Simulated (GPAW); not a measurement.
# In (Im-3m) in GPAW: single point with PBEsol

Aim: the single point of In with PBEsol.

Program: GPAW 26.7.0. These are calculated values, not measurements. Logs are shortened: lines on timing, memory, paths and dates and some standing lists are left out, and cuts for length are marked. The log counts tension as positive stress, the text compression.

## (1) The crystal as given

The structure is cubic, space group Im-3m (No. 229). Conventional cell: a = 3.765 Å, b = 3.765 Å, c = 3.765 Å, α = 90.00°, β = 90.00°, γ = 90.00°. In (site symmetry m-3m) is surrounded by 8 In at 3.26 Å.

This isn't the form of In at room conditions, which is tetragonal.

## (2) Single point, PBEsol

File run.py:

```python
from ase import Atoms
from ase.dft.bandgap import bandgap
from ase.io import write
from ase.units import GPa
from gpaw import GPAW, PW, setup_paths

setup_paths.insert(0, '.')

atoms = Atoms(['In'],
              cell=[[-1.88252524, 1.88252524, 1.88252524],
                    [1.88252524, -1.88252524, 1.88252524],
                    [1.88252524, 1.88252524, -1.88252524]],
              scaled_positions=[[0.0, 0.0, 0.0]],
              pbc=True)

calc = GPAW(mode=PW(450),
            xc='PBEsol',
            kpts={'size': (8, 8, 8), 'gamma': True},
            occupations={'name': 'fermi-dirac', 'width': 0.05},
            nbands=14,
            maxiter=120,
            txt='gpaw.txt')
atoms.calc = calc
energy = atoms.get_potential_energy()
forces = atoms.get_forces()
stress = atoms.get_stress()
calc.write('gs.gpw')
write('result.traj', atoms)
print(f'Energy: {energy:.6f} eV')
print('Forces (eV/A):')
print(forces.round(4))
print('Stress (GPa):', (stress / GPa).round(3))
print('Fermi level:', round(calc.get_fermi_level(), 4), 'eV')
print(f'Gap: {bandgap(calc)[0]:.4f} eV, direct: {bandgap(calc, direct=True)[0]:.4f} eV')
```

Potentials or basis: PAW data sets generated in the run's folder for this functional, pw.

Command:

```
gpaw-setup -f PBEsol In
OMP_NUM_THREADS=1 python run.py
```

gpaw.txt:

```text
__  _  _
 | _ |_)|_||  |
 |__||  | ||/\| - 26.7.0

Input parameters:
  mode=PW(ecut=450.00000000000006),
  kpts=MonkhorstPack(size=(8, 8, 8), gamma=True),
  maxiter=120,
  nbands=14,
  occupations=Occupations(name='fermi-dirac', width=0.05),
  xc=XC(name='PBEsol')

Diagonalizing LCAO Hamiltonian
Converting LCAO to pw mode

       In

Atoms  # Å, Bohr magnetons
|   | symbol |        x |        y |        z |    initial magnetic moments |
|---|--------|----------|----------|----------|-----------------------------|
| 0 |     In | 0.000000 | 0.000000 | 0.000000 | ( 0.0000,  0.0000,  0.0000) |

Unit cell  # Å
| periodic |         x |         y |         z |  lengths |     angles |
|----------|-----------|-----------|-----------|----------|------------|
|      yes | -1.882525 |  1.882525 |  1.882525 | 3.260629 | 109.471221 |
|      yes |  1.882525 | -1.882525 |  1.882525 | 3.260629 | 109.471221 |
|      yes |  1.882525 |  1.882525 | -1.882525 | 3.260629 | 109.471221 |

Number of symmetries: 48
Symmetry operations  # r_c * U_cc + t_c -> r_c
|    | kind |            matrix            |
|----|------|------------------------------|
|  0 |  σ   |  1, 1, 1,  0, 0,-1,  0,-1, 0 |
|  1 |  C4  |  1, 1, 1,  0, 0,-1, -1, 0, 0 |
|  2 |  C2  |  1, 1, 1,  0,-1, 0,  0, 0,-1 |
|  3 |  S6  |  1, 1, 1,  0,-1, 0, -1, 0, 0 |
|  4 |  S6  |  1, 1, 1, -1, 0, 0,  0, 0,-1 |
|  5 |  C4  |  1, 1, 1, -1, 0, 0,  0,-1, 0 |
|  6 |  E   |  1, 0, 0,  0, 1, 0,  0, 0, 1 |
|  7 |  σ   |  1, 0, 0,  0, 1, 0, -1,-1,-1 |
|  8 |  σ   |  1, 0, 0,  0, 0, 1,  0, 1, 0 |
|  9 |  C3  |  1, 0, 0,  0, 0, 1, -1,-1,-1 |
| 10 |  C3  |  1, 0, 0, -1,-1,-1,  0, 1, 0 |
| 11 |  σ   |  1, 0, 0, -1,-1,-1,  0, 0, 1 |
| 12 |  σ   |  0, 1, 0,  1, 0, 0,  0, 0, 1 |
| 13 |  C2  |  0, 1, 0,  1, 0, 0, -1,-1,-1 |
| 14 |  C3  |  0, 1, 0,  0, 0, 1,  1, 0, 0 |
| 15 |  S4  |  0, 1, 0,  0, 0, 1, -1,-1,-1 |
| 16 |  S4  |  0, 1, 0, -1,-1,-1,  1, 0, 0 |
| 17 |  C3  |  0, 1, 0, -1,-1,-1,  0, 0, 1 |
| 18 |  C3  |  0, 0, 1,  1, 0, 0,  0, 1, 0 |
| 19 |  S4  |  0, 0, 1,  1, 0, 0, -1,-1,-1 |
| 20 |  σ   |  0, 0, 1,  0, 1, 0,  1, 0, 0 |
| 21 |  C3  |  0, 0, 1,  0, 1, 0, -1,-1,-1 |
| 22 |  C2  |  0, 0, 1, -1,-1,-1,  1, 0, 0 |
| 23 |  S4  |  0, 0, 1, -1,-1,-1,  0, 1, 0 |
| 24 |  C4  |  0, 0,-1,  1, 1, 1,  0,-1, 0 |
| 25 |  σ   |  0, 0,-1,  1, 1, 1, -1, 0, 0 |
| 26 |  S6  |  0, 0,-1,  0,-1, 0,  1, 1, 1 |
| 27 |  C2  |  0, 0,-1,  0,-1, 0, -1, 0, 0 |
| 28 |  C4  |  0, 0,-1, -1, 0, 0,  1, 1, 1 |
| 29 |  S6  |  0, 0,-1, -1, 0, 0,  0,-1, 0 |
| 30 |  S6  |  0,-1, 0,  1, 1, 1,  0, 0,-1 |
| 31 |  C4  |  0,-1, 0,  1, 1, 1, -1, 0, 0 |
| 32 |  C4  |  0,-1, 0,  0, 0,-1,  1, 1, 1 |
| 33 |  S6  |  0,-1, 0,  0, 0,-1, -1, 0, 0 |
| 34 |  σ   |  0,-1, 0, -1, 0, 0,  1, 1, 1 |
| 35 |  C2  |  0,-1, 0, -1, 0, 0,  0, 0,-1 |
| 36 |  C2  | -1, 0, 0,  1, 1, 1,  0, 0,-1 |
| 37 |  S6  | -1, 0, 0,  1, 1, 1,  0,-1, 0 |
| 38 |  S6  | -1, 0, 0,  0, 0,-1,  1, 1, 1 |
| 39 |  C2  | -1, 0, 0,  0, 0,-1,  0,-1, 0 |
| 40 |  C2  | -1, 0, 0,  0,-1, 0,  1, 1, 1 |
| 41 |  i   | -1, 0, 0,  0,-1, 0,  0, 0,-1 |
| 42 |  S4  | -1,-1,-1,  1, 0, 0,  0, 1, 0 |
| 43 |  C3  | -1,-1,-1,  1, 0, 0,  0, 0, 1 |
| 44 |  C3  | -1,-1,-1,  0, 1, 0,  1, 0, 0 |
| 45 |  σ   | -1,-1,-1,  0, 1, 0,  0, 0, 1 |
| 46 |  S4  | -1,-1,-1,  0, 0, 1,  1, 0, 0 |
| 47 |  C2  | -1,-1,-1,  0, 0, 1,  0, 1, 0 |

BZ-sampling:
  Number of BZ points: 512
  Number of IBZ points: 29

  Monkhorst-Pack size: [8, 8, 8]
  Monkhorst-Pack shift: [0.0625, 0.0625, 0.0625]

K-points  # in reciprocal-cell coordinates
|     |                                coordinates |     weight |
|-----|--------------------------------------------|------------|
|   0 | (  0.00000000,   0.00000000,   0.00000000) | 0.00195312 |
|   1 | (  0.12500000,   0.00000000,   0.00000000) | 0.02343750 |
|   2 | (  0.12500000,   0.12500000,  -0.12500000) | 0.01171875 |
|   3 | (  0.25000000,   0.00000000,  -0.12500000) | 0.04687500 |
|   4 | (  0.25000000,   0.00000000,   0.00000000) | 0.02343750 |
|   5 | (  0.25000000,   0.12500000,  -0.12500000) | 0.04687500 |
|   6 | (  0.25000000,   0.25000000,  -0.25000000) | 0.01171875 |
|   7 | (  0.25000000,   0.25000000,   0.25000000) | 0.00390625 |
|   8 | (  0.37500000,  -0.12500000,  -0.12500000) | 0.01562500 |
|   9 | (  0.37500000,   0.00000000,  -0.12500000) | 0.09375000 |
| ... |                                            |            |
|  28 | (  0.50000000,   0.50000000,   0.50000000) | 0.00195312 |

Plane wave coefficients: 603
Cutoff: 450.00000000000006 eV

Spin-components: 1 (collinear spins)
Bands:           14
Projectors:      6
Spin-degeneracy: 2
Datatype:        complex128

Parallelization:
  kpt:    1
  domain: 1
  band:   1

Density:
  Valence electrons: 13.0
  Components: 1
  Grid points: [16 16 16]
  Charge: 0.0  # |e|

Potential:
  Grid points: [16 16 16]

species:
  In:
    name:    Indium
    Z:       49.0
    valence: 13
    core:    36
    charge:  0.0  # [|e|]
    compensation charges:
      type: gauss
      rc: 0.36  # [Å]
      lmax: 2
    cutoffs:
      filter: 2.09  # [Å]
      core: 2.48  # [Å]
    projectors
    | kind |    occ | energy [eV] | rcut [Å] |
    |------|--------|-------------|----------|
    |   5s |  2.000 |      -8.248 |    1.185 |
    |   5p |  1.000 |      -2.521 |    1.244 |
    |   4d | 10.000 |     -18.596 |    1.148 |
    |    s |        |      18.964 |    1.185 |
    |    p |        |      24.691 |    1.244 |
    |    d |        |       8.615 |    1.148 |

    Using partial waves for In as LCAO basis

Reference energy: -159902.609223  # eV

eigensolver:
  PPCG
  Converge bands: occupied
  niter=2

density mixing:
  MSR1-Mixer
  Pratt-step length: 0.05
  Maximum mixing coefficient: 0.75
  Old densities: 10
  SVD Regularization: 0.005
  Good broyden scale: 1.0
  Trust region scale: 1.0
  Backstep threshold: 4.0
  History deletion threshold: 6.0
  Fourier metric: weight=20.0, sigma=0.015

occupation numbers:
  Fermi-Dirac:
    width: 0.0500  # eV

poisson solver:
  ecut: 3600.0000000000005  # eV

xc functional:
  name: PBEsol with 2 nearest neighbor stencil

convergence criteria:
- Maximum [total energy] change in last 3 cyles: 0.0005 eV / valence electron
- Maximum integral of absolute [dens]ity change: 0.0001 electrons / valence electron
- Maximum integral of absolute [eigenst]ate change: 4e-08 eV^2 / valence electron
maximum number of iterations: 120

SCF iterations
|iter     | |      energy | eigst |  dens |
|---------|-|-------------|-------|-------|
|iter:   1| |   -3.135852 | -0.76 |       |
|iter:   2| |   -3.131204 | -2.68 | -1.58 |
|iter:   3| |   -3.099904 | -2.78 | -1.61 |
|iter:   4| |   -3.098996 | -4.14 | -2.10 |
|iter:   5| |   -3.099060c| -4.71 | -2.72 |
|iter:   6| |   -3.099068c| -6.22 | -3.71 |
|iter:   7| |   -3.099069c| -7.05 | -4.26c|
|iter:   8| |   -3.099069c| -8.41c| -5.40c|

Converged in 8 steps
Energy contributions relative to reference atoms: (reference = -159902.609223)

Energy contributions:
  Kinetic:          10.469540
  Coulomb:          -9.701085
  Zero:              0.232722
  External:          0.000000
  Xc:               -4.095458
  Entropy:          -0.009576
  Spinorbit:         0.000000
  ----------------------------
  Free energy:      -3.103857
  Extrapolated:     -3.099069

dipole moment: (-6.377090, -6.377090, -6.377090)  # |e|*Ang

Fermi level: 6.715
Eigenvalues  # (at kpt = [0.000, 0.000, 0.000])
| band index |      eig [eV] | occ [0-2] |
|------------|---------------|-----------|
|          0 |        -7.881 |     2.000 |
|          1 |        -7.881 |     2.000 |
|          2 |        -7.881 |     2.000 |
|          3 |        -7.610 |     2.000 |
|          4 |        -7.610 |     2.000 |
|          5 |        -2.816 |     2.000 |
|          6 |        17.440 |     0.000 |
|          7 |        17.440 |     0.000 |
|          8 |        17.440 |     0.000 |
|          9 |        19.627 |     0.000 |
|         10 |        19.627 |     0.000 |
|         11 |        19.627 |     0.000 |
|         12 |        21.483 |     0.000 |
|         13 |        21.483 |     0.000 |

No gap
No difference between direct/indirect transitions

Forces  # eV/Ang
|       x |       y |        z |
|---------|---------|----------|
| 0.00000 | 0.00000 | -0.00000 |  # In   0

Stress tensor  # eV/Ang^3
|         x |         y |        z |
|-----------|-----------|----------|
|  0.022138 | -0.000000 | 0.000000 |
| -0.000000 |  0.022138 | 0.000000 |
|  0.000000 |  0.000000 | 0.022138 |

# Writing to gs.gpw (mode='')
```

It took 5.1 s on 1 thread of Arm Neoverse V2, shared host; peak memory 0.12 GiB.

Results:

| Item | Value |
| --- | --- |
| Free energy | -3.1039 eV |
| Pressure | -3.5 GPa |
| Band gap on the k mesh | none (metal or under the smearing width) |

Caveat: the cutoff is short for stress and forces, so pressures can be off by a GPa or more.
